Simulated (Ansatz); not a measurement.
The parent structure is CsPbI₃ in the cubic perovskite structure (space group Pm-3m, No. 221; a = 6.247 Å).

Level of theory: Kohn–Sham DFT with the PBEsol functional, run in Ansatz (a program for electronic structure) with PAW and 420 eV plane waves, no spin-orbit coupling.

For the base:

The lattice parameter a is 6.247 Å.

Now apply this change: a hydrostatic pressure of 30 GPa.

Q: What does the calculation give for the lattice parameter a after the change?

A: The lattice parameter a decreases by 0.9797 Å, from 6.247 Å to 5.268 Å.

The mesh was chosen for an insulator and is coarse for the gapless case. Load acts through the strain it causes; cell and atoms are relaxed under it. No phonon test of stability was made. No other phases were tried under pressure. The final runs are not spin-polarised. Many cubic perovskites are stable only at high temperature; tilts and polar distortions were not tested. This is not the structure that CsPbI3 has at room temperature and ambient pressure.
